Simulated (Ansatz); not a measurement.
NbN: computed DOS

```cif
data_structure
_symmetry_space_group_name_H-M 'Fm-3m'
_symmetry_Int_Tables_number 225
_cell_length_a 4.3890
_cell_length_b 4.3890
_cell_length_c 4.3890
_cell_angle_alpha 90.000
_cell_angle_beta 90.000
_cell_angle_gamma 90.000
_cell_volume 84.55
loop_
_atom_site_label
_atom_site_type_symbol
_atom_site_symmetry_multiplicity
_atom_site_Wyckoff_symbol
_atom_site_fract_x
_atom_site_fract_y
_atom_site_fract_z
_atom_site_occupancy
Nb1 Nb 4 b 0.50000 0.00000 0.00000 1
N1 N 4 a 0.00000 0.00000 0.00000 1
```

The runs use the primitive cell with vectors (0.000, 2.195, 2.195), (2.195, 0.000, 2.195), (2.195, 2.195, 0.000) Å, to which the k mesh refers.

The cell is COD entry 1538667, as deposited and not checked against the literature; nothing was relaxed.

All numbers below come from DFT, PBEsol, all-electron LAPW, scalar-relativistic (Ansatz 0.2.0).

Sampling and basis: a Γ-centred 14×14×14 k mesh, Fermi–Dirac smearing of 0.08 eV, basis error target 1 meV/atom, no spin polarisation.

States per eV and cell, averaged over 0.6 eV, from -9.4 to 6.0 eV, with energies (bin centres) from the Fermi level; empty bins are left out. The partial columns, the largest 5 alone, are projections on Löwdin-orthogonalised atomic shells (those that the program's projection atoms carry: the occupied ones and, for some elements, an empty d or f shell; other empty shells have no column), summed over atoms of an element. Weights on diffuse s and p shells depend on that basis and aren't pure angular character.

| E (eV) | total | Nb 4d | N 2p | N 2s | Nb 5s | Nb 4p |
| --- | --- | --- | --- | --- | --- | --- |
| -9.2 | 0.04 | 0.02 | 0.02 | 0.00 | 0.00 | 0.00 |
| -8.6 | 0.34 | 0.13 | 0.17 | 0.00 | 0.03 | 0.00 |
| -8.0 | 0.89 | 0.30 | 0.47 | 0.01 | 0.07 | 0.01 |
| -7.4 | 1.02 | 0.30 | 0.59 | 0.01 | 0.08 | 0.02 |
| -6.8 | 1.81 | 0.66 | 1.06 | 0.02 | 0.04 | 0.02 |
| -6.2 | 3.09 | 1.06 | 1.88 | 0.03 | 0.01 | 0.08 |
| -5.6 | 1.58 | 0.61 | 0.91 | 0.01 | 0.00 | 0.03 |
| -5.0 | 0.80 | 0.28 | 0.50 | 0.00 | 0.00 | 0.01 |
| -4.4 | 0.38 | 0.09 | 0.28 | 0.00 | 0.00 | 0.01 |
| -3.8 | 0.16 | 0.05 | 0.11 | 0.00 | 0.00 | 0.00 |
| -3.2 | 0.24 | 0.13 | 0.10 | 0.00 | 0.00 | 0.00 |
| -2.6 | 0.35 | 0.23 | 0.11 | 0.00 | 0.00 | 0.00 |
| -2.0 | 0.51 | 0.38 | 0.12 | 0.00 | 0.00 | 0.00 |
| -1.4 | 0.63 | 0.48 | 0.13 | 0.01 | 0.00 | 0.00 |
| -0.8 | 0.75 | 0.57 | 0.15 | 0.01 | 0.01 | 0.00 |
| -0.2 | 0.91 | 0.71 | 0.16 | 0.01 | 0.01 | 0.00 |
| 0.4 | 0.99 | 0.81 | 0.14 | 0.01 | 0.01 | 0.00 |
| 1.0 | 1.45 | 1.21 | 0.19 | 0.01 | 0.02 | 0.00 |
| 1.6 | 2.15 | 1.77 | 0.30 | 0.02 | 0.03 | 0.00 |
| 2.2 | 1.89 | 1.54 | 0.28 | 0.02 | 0.02 | 0.00 |
| 2.8 | 1.47 | 1.22 | 0.17 | 0.04 | 0.02 | 0.00 |
| 3.4 | 0.85 | 0.53 | 0.14 | 0.11 | 0.03 | 0.00 |
| 4.0 | 1.03 | 0.58 | 0.16 | 0.19 | 0.05 | 0.00 |
| 4.6 | 1.23 | 0.65 | 0.23 | 0.20 | 0.08 | 0.00 |
| 5.2 | 1.05 | 0.48 | 0.25 | 0.09 | 0.09 | 0.00 |
| 5.8 | 0.77 | 0.35 | 0.23 | 0.04 | 0.08 | 0.00 |

Which of the resolved shells contributes most within 0.3 eV of the Fermi level?

Nb 4d, with 80 % of all states there; N 2p follows with 16 %.

Where is the centre of the filled Nb 4d states between -14 eV and the top of the filled states?

-4.23 eV from the Fermi level.
